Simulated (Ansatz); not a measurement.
ZnTe (F-43m), Ansatz (a first-principles code) with PBEsol with spin-orbit coupling, rigid bands: N_c = 6.11e17 cm⁻³ at 300 K and an electron conductivity mass of 0.0865 mₑ.

### Question
For 1e16 electrons per cm³ at 300 K, place the Fermi level, estimate the Seebeck coefficient of a parabolic band with constant τ, and give mobility and conductivity for τ = 5 fs.

### Answer
The level lies k_BT ln(N_c/n) = 0.106 eV below the conduction-band minimum. S ≈ −(k_B/e)[ln(N_c/n) + 5/2] = -570 μV/K, against -563 μV/K from the full bands (mean over directions). μ = eτ/m = 102 cm²/(V·s) and σ = neμ = 0.163 S/cm. τ is assumed, not computed.

Band transport and this doping are assumed; polarons and phonon drag are left out.
